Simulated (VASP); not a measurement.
Write the native input for VASP 6.6.1 that does the following.

* Task: single point
* Functional: LDA
* Potentials or basis: VASP PAW LDA potentials, release 64 (Cu, I)
* Cutoff: 520 eV
* k mesh: 6 × 6 × 6
* Occupations: gaussian, width 0.03 eV
* Spin: no spin polarisation
* Further INCAR settings: ALGO = Fast; EDIFF = 1e-07; NBANDS = 16

The structure of CuI (Marshite) lies in POSCAR:

```
CuI
1.0
    0.0000000000      3.0315000000      3.0315000000
    3.0315000000      0.0000000000      3.0315000000
    3.0315000000      3.0315000000      0.0000000000
Cu I
1 1
Direct
    0.2500000000      0.2500000000      0.2500000000
    0.0000000000      0.0000000000      0.0000000000
```

These files were run (other wordings do the same):

INCAR

```
SYSTEM = CuI
  PREC = Accurate
  ENCUT = 520
  EDIFF = 1E-7
  ISMEAR = 0
  SIGMA = 0.03
  LREAL = .False.
  LASPH = .True.
  NELM = 80
  ALGO = Fast
  ISIF = 2
  LWAVE = .False.
  LCHARG = .False.
  NBANDS = 16
  KPAR = 4
```

KPOINTS

```
regular mesh
0
Gamma
  6 6 6
  0 0 0
```

Potentials or basis: VASP PAW LDA potentials, release 64 (Cu, I).

Launch:

```bash
$ cat potpaw_LDA.64/Cu/POTCAR potpaw_LDA.64/I/POTCAR > POTCAR
$ mpirun -np 4 vasp_std > vasp.out
```

It gave:

The pressure is -4.3 GPa and the band gap on the k mesh is 1.00 eV, direct.

Caveat: spin-orbit coupling is left out, which moves the levels of the heavy elements.

Run time: 3.1 s on 4 MPI ranks on Intel(R) Xeon(R) 6975P-C (Granite Rapids) (shared host), peak memory 0.15 GiB a rank.
